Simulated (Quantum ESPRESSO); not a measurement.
The system is CoO.

```
Co O
1.0
     0.00000    2.34364    2.34364
     2.34364    0.00000    2.34364
     2.34364    2.34364    0.00000
Co O
1 1
Direct
  0.00000 0.00000 0.00000
  0.25000 0.25000 0.25000
```

Measurements of this composition are mostly on another form, of space group No. 225.

Base run:

```yaml
Program: Quantum ESPRESSO 7.5
Functional: PBE
Potentials_or_basis: PseudoDojo 0.4 SR PBEsol stringent
Cutoff: 1415 eV
Density_cutoff: 5660 eV
k_mesh: 7 × 7 × 7
Occupations: gaussian, width 0.05 eV
Spin: collinear spin, ferromagnetic start
Starting_moments: "[3.0, 0.0] μB"
Hubbard_terms: Co d U = 2 eV
```

Its results: band gap on the k mesh 0.40 eV, direct; pressure -6.1 GPa; net moment 3.00 μB per cell; site moments Co +2.47; O +0.25 μB.

**Question.** The run is repeated on the same cell with these changes: functional from PBE to RPBE. What comes out?

**Answer.** Band gap on the k mesh 0.52 eV, direct; pressure -1.8 GPa; net moment 3.00 μB per cell; site moments Co +2.48; O +0.23 μB.

RPBE binds less tightly than PBE, so the same cell stands under more pressure.

Caveats: the potentials were made for another functional, which shifts forces and pressure; an odd mesh through Γ misses points on the zone boundary, where band edges often lie; a cell with one magnetic atom can't hold antiferromagnetic order, which such compounds often take.
